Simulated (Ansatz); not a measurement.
# InSb: the cost of one run

Program: Ansatz 0.2.0. Level of theory: DFT PBE, scalar-relativistic. These are calculated values, not measurements.

### Step 1. The starting structure

The structure is orthorhombic, space group Pmmn (No. 59). Conventional cell: a = 5.357 Å, b = 5.712 Å, c = 3.063 Å, α = 90.00°, β = 90.00°, γ = 90.00°. In (site symmetry mm2) has 4 Sb at 2.73 to 2.90 Å and 2 In at 3.06 Å as nearest neighbours. Sb (site symmetry mm2) has 4 In at 2.73 to 2.90 Å and 2 Sb at 3.06 Å as nearest neighbours.

As a file:

```cif
data_structure
_symmetry_space_group_name_H-M 'P 1'
_symmetry_Int_Tables_number 1
_cell_length_a 5.3570
_cell_length_b 5.7120
_cell_length_c 3.0630
_cell_angle_alpha 90.000
_cell_angle_beta 90.000
_cell_angle_gamma 90.000
_cell_volume 93.73
loop_
_atom_site_label
_atom_site_type_symbol
_atom_site_fract_x
_atom_site_fract_y
_atom_site_fract_z
_atom_site_occupancy
In1 In 0.00000 0.00000 0.00000 1
In2 In 0.50000 0.50000 0.00000 1
Sb1 Sb 0.50000 0.00000 0.83500 1
Sb2 Sb 0.00000 0.50000 0.16500 1
```

Atoms are numbered in the order of the input: In1, In2, Sb3, Sb4.

### Step 2. Volume × 0.96, LAPW

The input, input.yaml:

```yaml
crystal:
  lattice:
    - [5.2845992329, 0.0, 0.0]
    - [0.0, 5.6348013474, 0.0]
    - [0.0, 0.0, 3.0216030335]
  atoms:
    - { symbol: In, position: [0.0, 0.0, 0.0] }
    - { symbol: In, position: [0.5, 0.5, 0.0] }
    - { symbol: Sb, position: [0.5, 0.0, 0.835] }
    - { symbol: Sb, position: [0.0, 0.5, 0.165] }
kpoints:
  mp_grid: { grid: [6, 6, 11] }
  band_path:
    path:
      - [0.0, 0.0, 0.0]
      - [0.5, 0.0, 0.0]
      - [0.5, 0.5, 0.0]
      - [0.0, 0.5, 0.0]
      - [0.0, 0.0, 0.0]
      - [0.0, 0.0, 0.5]
      - [0.5, 0.0, 0.5]
      - [0.5, 0.5, 0.5]
      - [0.0, 0.5, 0.5]
    npoints: 5
scf:
  occupations: { method: fermi_dirac, width: 0.08 }
hamiltonian:
  xc: pbe
  pseudopotentials: { kind: all_electron, lapw: { basis_error: 0.001 } }
output:
  forces: true
  stress: true
  eigenvalues: true
```

Command:

```console
$ ansatz run input.yaml --threads 1 --pin off --max-ram 4096MiB --backend cpu --events-out ev --progress --plain --runs-dir out
```

Q: Estimate wall time and peak memory on 1 thread of Arm Neoverse V1, shared host.

About 2.6 min, with a peak of 1 GiB.
